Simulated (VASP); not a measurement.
# MnS (P4_2/mmc) in VASP: a series of runs, part 2 of 2

VASP 6.6.1.

### 3 Single point, PBEsol+U, collinear spin, ferromagnetic start

Input file INCAR:

```
SYSTEM = MnS
  ALGO = Normal
  EDIFF = 1E-7
  ENCUT = 520
  GGA = PS
  ISIF = 2
  ISMEAR = 0
  ISPIN = 2
  LASPH = .TRUE.
  LCHARG = .FALSE.
  LDAU = .TRUE.
  LDAUJ = 0 0
  LDAUL = 2 -1
  LDAUPRINT = 1
  LDAUTYPE = 2
  LDAUU = 3 0
  LMAXMIX = 4
  LORBIT = 11
  LREAL = .FALSE.
  LWAVE = .FALSE.
  MAGMOM = 4 4 0 0
  NBANDS = 31
  NELM = 120
  NUPDOWN = 1
  PREC = Accurate
  SIGMA = 0.05
```

Input file KPOINTS:

```
k-points
0
G
  5 5 4
  0 0 0
```

Input file POSCAR:

```
MnS
1.0
    4.3056791600      0.0000000000      0.0000000000
    0.0000000000      4.3056791600      0.0000000000
    0.0000000000      0.0000000000      5.3605806400
Mn S
2 2
Direct
    0.0000000000      0.5000000000      0.0000000000
    0.5000000000      0.0000000000      0.5000000000
    0.0000000000      0.0000000000      0.2500000000
    0.0000000000      0.0000000000      0.7500000000
```

Potentials or basis: VASP PAW PBE potentials, release 64 (Mn_pv, S).

Started as:

```console
$ cat potpaw_PBE.64/Mn_pv/POTCAR potpaw_PBE.64/S/POTCAR > POTCAR
$ mpirun -np 1 vasp_std > vasp.out
```

OUTCAR:

```text
SYSTEM = MnS
   EDIFF = 1E-7
   ENCUT = 520
   GGA = PS
   ISIF = 2
   ISMEAR = 0
   ISPIN = 2
   LASPH = .TRUE.
   LORBIT = 11
   LREAL = .FALSE.
   NELM = 120
   NUPDOWN = 1
   PREC = Accurate

 ion  position               nearest neighbor table
   1  0.000  0.500  0.000-   3 2.54   4 2.54   3 2.54   4 2.54
   2  0.500  0.000  0.500-   3 2.54   4 2.54   3 2.54   4 2.54
   3  0.000  0.000  0.250-   1 2.54   2 2.54   1 2.54   2 2.54   4 2.68   4 2.68
   4  0.000  0.000  0.750-   1 2.54   2 2.54   1 2.54   2 2.54   3 2.68   3 2.68

  LATTYP: Found a simple tetragonal cell.
 ALAT       =     4.3056791600
 C/A-ratio  =     1.2450023424

  Lattice vectors:

 A1 = (   4.3056791600,   0.0000000000,   0.0000000000)
 A2 = (   0.0000000000,   4.3056791600,   0.0000000000)
 A3 = (   0.0000000000,   0.0000000000,   5.3605806400)

Analysis of symmetry for initial positions (statically):
=====================================================================
 Subroutine PRICEL returns:
 Original cell was already a primitive cell.

 Routine SETGRP: Setting up the symmetry group for a
 simple tetragonal supercell.

 Subroutine GETGRP returns: Found 16 space group operations
 (whereof  8 operations were pure point group operations)
 out of a pool of 16 trial point group operations.

The static configuration has the point symmetry D_2h.
 The point group associated with its full space group is D_4h.

Analysis of symmetry for dynamics (positions and initial velocities):
=====================================================================
 Subroutine PRICEL returns:
 Original cell was already a primitive cell.

 Routine SETGRP: Setting up the symmetry group for a
 simple tetragonal supercell.

 Subroutine GETGRP returns: Found 16 space group operations
 (whereof  8 operations were pure point group operations)
 out of a pool of 16 trial point group operations.

The dynamic configuration has the point symmetry D_2h.
 The point group associated with its full space group is D_4h.

Analysis of structural, dynamic, and magnetic symmetry:
[... 238 lines left out ...]

 E-fermi :   3.6249     XC(G=0):  -8.9652

 val. band max:        3.6087271029   @ k =   0.2000   0.2000   0.0000
 cond. band min:       3.2138806537   @ k =   0.0000   0.0000   0.0000
 fundamental gap:     -0.3948464492
 Fermi energy:         3.1962927801

 spin component 1

 k-point     1 :       0.0000    0.0000    0.0000
  band No.  band energies     occupation
      1     -44.6749      1.00000
      2     -44.6728      1.00000
      3     -44.5657      1.00000
      4     -44.5657      1.00000
      5     -44.0892      1.00000
      6     -44.0892      1.00000
[... 601 lines left out ...]
     30      10.3048      0.00000
     31      12.4475      0.00000
 Fermi energy:         3.6249267413

 spin component 2

 k-point     1 :       0.0000    0.0000    0.0000
  band No.  band energies     occupation
      1     -44.7086      1.00000
      2     -44.7064      1.00000
      3     -43.7598      1.00000
      4     -43.7598      1.00000
      5     -43.4179      1.00000
      6     -43.4179      1.00000
[... 601 lines left out ...]
     30      10.4169      0.00000
     31      12.5203      0.00000

------------------------ aborting loop because EDIFF is reached ----------------------------------------

  FORCE on cell =-STRESS in cart. coord.  units (eV):
  Direction    XX          YY          ZZ          XY          YZ          ZX
  --------------------------------------------------------------------------------------
  -------------------------------------------------------------------------------------
  Total       -9.1297541     -9.1297541     -1.7761699      0.0000000      0.0000000      0.0000000
  in kB     -147.1887095   -147.1887095    -28.6351811      0.0000000      0.0000000      0.0000000
  external PRESSURE =    -107.6708667 kB  Pullay stress =       0.0000000 kB

 VOLUME and BASIS-vectors are now :
 -----------------------------------------------------------------------------
  energy-cutoff  :      520.00
  volume of cell :       99.38
      direct lattice vectors                 reciprocal lattice vectors
     4.305679160  0.000000000  0.000000000     0.232251397  0.000000000  0.000000000
     0.000000000  4.305679160  0.000000000     0.000000000  0.232251397  0.000000000
     0.000000000  0.000000000  5.360580640     0.000000000  0.000000000  0.186546956

 POSITION                                       TOTAL-FORCE (eV/Angst)
 -----------------------------------------------------------------------------------
      0.00000      2.15284      0.00000         0.000000      0.000000      0.000000
      2.15284      0.00000      2.68029         0.000000      0.000000      0.000000
      0.00000      0.00000      1.34015        -0.000000      0.000000      0.000000
      0.00000      0.00000      4.02044        -0.000000     -0.000000      0.000000
 -----------------------------------------------------------------------------------
    total drift:                                0.000000      0.000000     -0.000000

  FREE ENERGIE OF THE ION-ELECTRON SYSTEM (eV)
  ---------------------------------------------------
  free  energy   TOTEN  =       -19.5440503359 eV

  energy  without entropy=      -19.5395276464  energy(sigma->0) =      -19.54178899

 total charge

# of ion       s       p       d       tot
------------------------------------------
    1        0.219   6.122   5.080  11.421
    2        0.219   6.122   5.080  11.421
    3        1.347   2.257   0.000   3.604
    4        1.347   2.257   0.000   3.604
--------------------------------------------------
tot          3.132  16.757  10.160  30.049

 magnetization (x)

# of ion       s       p       d       tot
------------------------------------------
    1        0.003   0.002   0.462   0.467
    2        0.003   0.002   0.462   0.467
    3       -0.012  -0.004   0.000  -0.016
    4       -0.012  -0.004   0.000  -0.016
--------------------------------------------------
tot         -0.017  -0.004   0.923   0.903
```

OSZICAR:

```text
N       E                     dE             d eps       ncg     rms          rms(c)
DAV:   1     0.354328630224E+03    0.35433E+03   -0.20724E+04  2424   0.123E+03
DAV:   2     0.103358907495E+02   -0.34399E+03   -0.32847E+03  2358   0.345E+02
[... 48 lines left out ...]
DAV:  51    -0.195440406729E+02    0.32795E-06   -0.37578E-07  1975   0.314E-03    0.180E-02
DAV:  52    -0.195440478377E+02   -0.71648E-05   -0.77755E-06  2538   0.138E-02    0.103E-02
DAV:  53    -0.195440499598E+02   -0.21221E-05   -0.90947E-06  2774   0.128E-02    0.489E-03
DAV:  54    -0.195440500630E+02   -0.10322E-06   -0.21746E-06  2258   0.641E-03    0.246E-03
DAV:  55    -0.195440503059E+02   -0.24288E-06   -0.15681E-06  2000   0.518E-03    0.146E-03
DAV:  56    -0.195440503359E+02   -0.29969E-07   -0.15160E-07  1371   0.186E-03
   1 F= -.19544050E+02 E0= -.19541789E+02  d E =-.452269E-02  mag=     1.0000
```

stdout:

```text
POSCAR found type information on POSCAR MnS
 POSCAR found :  2 types and       4 ions
 scaLAPACK will be used
 -----------------------------------------------------------------------------
|                                                                             |
|                                                                             |
|     You enforced a specific xc type in the INCAR file but a different       |
|     I HOPE YOU KNOW WHAT YOU ARE DOING!                                     |
|                                                                             |
 -----------------------------------------------------------------------------

 LDA part: xc-table for (Slater+PW92), standard interpolation
 POSCAR, INCAR and KPOINTS ok, starting setup
 FFT: planning ... GRIDC
 FFT: planning ... GRID_SOFT
 FFT: planning ... GRID
 WAVECAR not read
 entering main loop
```

Run time: 3.2 min. Hardware: 1 thread of AMD EPYC 9R45 (Zen 5), shared host; peak memory 0.25 GiB.

What came out:

| Quantity | Value |
| --- | --- |
| Free energy | -19.5441 eV |
| Pressure | -10.8 GPa |
| Net moment | 1.00 μB per cell |
| Site moments | Mn +0.47; S -0.02 μB |
| Valence electrons inside the program's atomic spheres | Mn 11.42; S 3.60 |

Stress tensor (GPa, compression positive):
```
-14.72   0.00   0.00
  0.00 -14.72   0.00
  0.00   0.00  -2.86
```

Eigenvalues of the final occupation matrices:
```tsv
site	spin	trace	eigenvalues
site 1 d	1	2.78	0.01 0.20 0.77 0.90 0.91
site 1 d	2	2.32	0.02 0.02 0.59 0.79 0.91
site 2 d	1	2.78	0.01 0.20 0.77 0.90 0.91
site 2 d	2	2.32	0.02 0.02 0.59 0.79 0.91
```

Caveat: the moment is held away from its start; the PAW data sets were made with another functional, which shifts forces and pressure a little; the total moment is fixed, so each spin has its own Fermi level; only a ferromagnetic start was run, and an antiferromagnetic order may lie lower in energy.

### 4 Single point, PBEsol+U, collinear spin, ferromagnetic start

Input file INCAR:

```
SYSTEM = MnS
PREC = Accurate
ENCUT = 520
EDIFF = 1E-6
ISMEAR = 0
SIGMA = 0.05
LREAL = .FALSE.
LASPH = .TRUE.
NELM = 100
ALGO = Normal
ISIF = 2
LWAVE = .FALSE.
LCHARG = .TRUE.
ISPIN = 2
MAGMOM = 4 4 0 0
LORBIT = 11
LMAXMIX = 4
LDAU = .TRUE.
LDAUTYPE = 2
LDAUL = 2 -1
LDAUU = 2 0
LDAUJ = 0 0
LDAUPRINT = 1
GGA = PS
LELF = .TRUE.
LVHAR = .TRUE.
```

Input file KPOINTS:

```
regular mesh
0
G
  5 5 4
  0 0 0
```

POSCAR is that of step 3.

Started as:

```console
$ cat potpaw_PBE.64/Mn_pv/POTCAR potpaw_PBE.64/S/POTCAR > POTCAR
$ mpirun -np 1 vasp_std > vasp.out
```

Run time: 46 s. Hardware: 1 thread of AMD EPYC 9R45 (Zen 5), shared host; peak memory 0.23 GiB.

It converged, with:

```
Free energy                                           : -25.3712 eV
Pressure                                              : -4.2 GPa
Band gap on the k mesh                                : none (metal or under the smearing width)
Net moment                                            : 8.79 μB per cell
Site moments                                          : Mn +4.29; S -0.08 μB
Valence electrons inside the program's atomic spheres : Mn 11.31; S 3.66
```

Stress tensor (GPa, compression positive):
```
-8.23  0.00  0.00
 0.00 -8.23  0.00
 0.00  0.00  3.99
```

Levels at points of the mesh, in eV from the Fermi level:
Spin up:
```tsv
k point	band 21	band 22	band 23	band 24	band 25	band 26	band 27
(0.00, 0.00, 0.00)	-2.98	-0.58	-0.14	-0.14	1.64	2.01	3.38
(0.00, 0.00, 0.50)	-2.40	-2.40	-1.42	-1.42	0.58	0.58	3.47
```
Spin down:
```tsv
k point	band 11	band 12	band 13	band 14	band 15	band 16	band 17	band 18
(0.00, 0.00, 0.00)	-4.29	-3.30	-3.30	-1.69	0.42	1.11	1.44	1.48
(0.00, 0.00, 0.50)	-3.64	-3.64	-3.52	-3.52	-0.57	-0.57	1.40	1.40
```

Eigenvalues of the final occupation matrices:
```
    site  spin  trace               eigenvalues
site 1 d     1   4.59  0.89 0.92 0.92 0.93 0.93
site 1 d     2   0.35  0.02 0.02 0.02 0.14 0.16
site 2 d     1   4.59  0.89 0.92 0.92 0.93 0.93
site 2 d     2   0.35  0.02 0.02 0.02 0.14 0.16
```

Caveat: the PAW data sets were made with another functional, which shifts forces and pressure a little; only a ferromagnetic start was run, and an antiferromagnetic order may lie lower in energy. The state reached can hang on the start; a lower one may exist.

### 5 Single point, PBEsol+U, collinear spin, antiferromagnetic start

Input file INCAR:

```
PREC = Accurate ; ENCUT = 520
EDIFF = 1E-6 ; ISMEAR = 0
SIGMA = 0.05 ; LREAL = False
LASPH = True ; NELM = 120
ALGO = Fast ; ISIF = 2
LWAVE = False ; LCHARG = True
ISPIN = 2 ; MAGMOM = 4 -4 0 0
LORBIT = 11 ; LMAXMIX = 4
LDAU = True ; LDAUTYPE = 2
LDAUL = 2 -1 ; LDAUU = 2 0
LDAUJ = 0 0 ; LDAUPRINT = 1
GGA = PS ; LELF = True
LVHAR = True ; NBANDS = 31
```

Input file KPOINTS:

```
regular mesh
0
Gamma
  5 5 4
```

POSCAR is that of step 4.

Started as:

```console
$ cat potpaw_PBE.64/Mn_pv/POTCAR potpaw_PBE.64/S/POTCAR > POTCAR
$ mpirun -np 1 vasp_std > vasp.out
```

It took 62 s on 1 thread of AMD EPYC 9R45 (Zen 5), shared host; peak memory 0.24 GiB.

Results (log left out):

```
Free energy                                           : -25.3211 eV
Pressure                                              : -3.7 GPa
Band gap on the k mesh                                : none (metal or under the smearing width)
Net moment                                            : 0.00 μB per cell
Site moments                                          : Mn +4.31, -4.31; S +0.00 μB
Valence electrons inside the program's atomic spheres : Mn 11.30; S 3.66
```

Stress tensor (GPa, compression positive):
```
-9.17  0.00  0.00
 0.00 -9.17  0.00
 0.00  0.00  7.15
```

Levels at points of the mesh, in eV from the Fermi level:
Spin up:
```
           k point  band 15  band 16  band 17  band 18  band 19  band 20  band 21  band 22  band 23  band 24
(0.00, 0.00, 0.00)    -4.29    -3.87    -2.93    -1.02    -0.47     0.96     1.26     1.66     1.69     1.86
(0.00, 0.00, 0.50)    -3.72    -3.36    -3.14    -2.45    -1.35    -0.51     0.50     1.26     1.35     1.62
```
Spin down:
| k point | band 15 | band 16 | band 17 | band 18 | band 19 | band 20 | band 21 | band 22 | band 23 | band 24 |
| --- | --- | --- | --- | --- | --- | --- | --- | --- | --- | --- |
| (0.00, 0.00, 0.00) | -4.29 | -3.87 | -2.93 | -1.02 | -0.47 | 0.96 | 1.26 | 1.66 | 1.69 | 1.86 |
| (0.00, 0.00, 0.50) | -3.72 | -3.36 | -3.14 | -2.45 | -1.35 | -0.51 | 0.50 | 1.26 | 1.35 | 1.62 |

Eigenvalues of the final occupation matrices:
```
    site  spin  trace               eigenvalues
site 1 d     1   4.59  0.90 0.92 0.92 0.92 0.93
site 1 d     2   0.35  0.02 0.03 0.03 0.10 0.16
site 2 d     1   0.35  0.02 0.03 0.03 0.10 0.16
site 2 d     2   4.59  0.90 0.92 0.92 0.92 0.93
```

Caveat: the PAW data sets were made with another functional, which shifts forces and pressure a little. The state reached can hang on the start; a lower one may exist.

### 6 Single point, PBEsol+U, collinear spin, ferrimagnetic start

Input file INCAR:

```
  ALGO = Normal
  EDIFF = 1E-6
  ENCUT = 520
  GGA = PS
  ISIF = 2
  ISMEAR = 0
  ISPIN = 2
  LASPH = True
  LCHARG = True
  LDAU = True
  LDAUJ = 0 0
  LDAUL = 2 -1
  LDAUPRINT = 1
  LDAUTYPE = 2
  LDAUU = 2 0
  LELF = True
  LMAXMIX = 4
  LORBIT = 11
  LREAL = False
  LVHAR = True
  LWAVE = False
  MAGMOM = 4 -2 0 0
  NBANDS = 31
  NELM = 150
  PREC = Accurate
  SIGMA = 0.05
```

Input file KPOINTS:

```
k-points
0
Gamma
  5 5 4
```

POSCAR is that of step 5.

Potentials or basis: VASP PAW PBE potentials, release 64 (Mn_pv, S).

Started as:

```console
$ cat potpaw_PBE.64/Mn_pv/POTCAR potpaw_PBE.64/S/POTCAR > POTCAR
$ mpirun -np 1 vasp_std > vasp.out
```

It took 89 s on 1 thread of AMD EPYC 9R45 (Zen 5), shared host; peak memory 0.26 GiB.

The run converged. Its results:

| Property | Result |
| --- | --- |
| Free energy | -25.3211 eV |
| Pressure | -3.7 GPa |
| Band gap on the k mesh | none (metal or under the smearing width) |
| Net moment | 0.00 μB per cell |
| Site moments | Mn +4.31, -4.31; S +0.00 μB |
| Valence electrons inside the program's atomic spheres | Mn 11.30; S 3.66 |

Stress tensor (GPa, compression positive):
```
-9.15  0.00  0.00
 0.00 -9.16  0.00
 0.00  0.00  7.16
```

Levels at points of the mesh, in eV from the Fermi level:
Spin up:
| k point | band 17 | band 18 | band 19 | band 20 | band 21 | band 22 |
| --- | --- | --- | --- | --- | --- | --- |
| (0.00, 0.00, 0.00) | -2.93 | -1.02 | -0.47 | 0.96 | 1.26 | 1.66 |
| (0.00, 0.00, 0.50) | -3.14 | -2.46 | -1.35 | -0.51 | 0.50 | 1.26 |
Spin down:
```tsv
k point	band 16	band 17	band 18	band 19	band 20	band 21	band 22	band 23
(0.00, 0.00, 0.00)	-3.87	-2.93	-1.02	-0.47	0.96	1.26	1.66	1.69
(0.00, 0.00, 0.50)	-3.36	-3.14	-2.45	-1.35	-0.50	0.50	1.26	1.35
```

Eigenvalues of the final occupation matrices:
| site | spin | trace | eigenvalues |
| --- | --- | --- | --- |
| site 1 d | 1 | 4.59 | 0.90 0.92 0.92 0.92 0.93 |
| site 1 d | 2 | 0.35 | 0.02 0.03 0.03 0.10 0.16 |
| site 2 d | 1 | 0.35 | 0.02 0.03 0.03 0.10 0.16 |
| site 2 d | 2 | 4.59 | 0.90 0.92 0.92 0.92 0.93 |

Caveat: the PAW data sets were made with another functional, which shifts forces and pressure a little. The state reached can hang on the start; a lower one may exist.

### 7 The runs side by side

| spin | U | fixed moment (μB) | gap on the mesh (eV) | pressure (GPa) | moment (μB) |
| --- | --- | --- | --- | --- | --- |
| collinear, random start | Mn d U = 3 eV | - | none | -2.4 | 0.00 |
| collinear, ferromagnetic start | Mn d U = 3 eV | 1 | - | -10.8 | 1.00 |
| collinear, ferromagnetic start | Mn d U = 2 eV | - | none | -4.2 | 8.79 |
| collinear, antiferromagnetic start | Mn d U = 2 eV | - | none | -3.7 | 0.00 |
| collinear, ferrimagnetic start | Mn d U = 2 eV | - | none | -3.7 | 0.00 |

Alike in all rows: task single point; level PBEsol+U; potentials or basis VASP PAW PBE potentials, release 64 (Mn_pv, S); cell as given; k mesh 5 × 5 × 4; cutoff (eV) 520; smearing gaussian 0.05 eV.

Every run on the cell as given and a fine mesh finds a metal.

Caveats: the PAW data sets were made with another functional, which shifts forces and pressure a little; the moment is held away from its start (some runs); the total moment is fixed, so each spin has its own Fermi level (some runs).

Total energies depend on the potentials used, so only differences within one code and one set of settings carry meaning.
